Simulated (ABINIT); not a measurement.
The system is FeO (Wuestite).

```
CELL_PARAMETERS angstrom
1.51882 0.87689 2.51958
-1.51882 0.87689 2.51958
0.00000 -1.75378 2.51958
ATOMIC_POSITIONS crystal
Fe 0.00000 0.00000 0.00000
O 0.50000 0.50000 0.50000
```

- Program: ABINIT 10.8.3 (patched build)
- Task: relaxation of cell and atoms
- Functional: PBEsol
- Potentials or basis: JTH PAW PBE v2.0
- Cutoff: 707 eV
- k mesh: 8 × 8 × 8
- Occupations: fermi-dirac, width 0.05 eV
- Spin: collinear spin, ferromagnetic start
- Starting moments: [3.0, 0.0] μB

At the start: pressure -9.3 GPa; volume 10.07 Å³/atom.

How do energy, volume and symmetry change on relaxing?

Over 8 steps the energy falls by 15.2 meV/atom and the volume is 9.58 Å³/atom (-4.9 %); space group Fm-3m (No. 225, to 0.05 Å); moment 4.00 μB per cell.

Step by step:
| step | energy change (eV) | largest force (eV/Å) | pressure (GPa) | volume (Å³) |
| --- | --- | --- | --- | --- |
| 1 | 0.0000 | 0.0000 | -9.30 | 20.13 |
| 2 | -0.0243 | 0.0000 | -4.26 | 19.57 |
| 3 | -0.0301 | 0.0000 | 0.35 | 19.12 |
| 4 | -0.0302 | 0.0000 | 0.02 | 19.15 |
| 5 | -0.0303 | 0.0000 | -0.17 | 19.17 |
| 6 | -0.0304 | 0.0000 | -0.27 | 19.17 |
| 7 | -0.0304 | 0.0000 | -0.05 | 19.15 |
| 8 | -0.0304 | 0.0000 | -0.01 | 19.15 |

Final structure:
```cif
data_structure
_symmetry_space_group_name_H-M 'P 1'
_symmetry_Int_Tables_number 1
_cell_length_a 3.0030
_cell_length_b 3.0030
_cell_length_c 3.0030
_cell_angle_alpha 60.001
_cell_angle_beta 60.001
_cell_angle_gamma 60.001
_cell_volume 19.15
loop_
_atom_site_label
_atom_site_type_symbol
_atom_site_fract_x
_atom_site_fract_y
_atom_site_fract_z
_atom_site_occupancy
Fe1 Fe 0.00000 0.00000 0.00000 1
O1 O 0.50000 0.50000 0.50000 1
```

The cell as given is a measured one (10.07 Å³/atom); PBEsol puts the equilibrium volume -4.9 % from it, thermal expansion not counted.

Caveat: the PAW data sets were made with another functional, which shifts forces and pressure a little; a cell with one magnetic atom can't hold antiferromagnetic order, which such compounds often take.
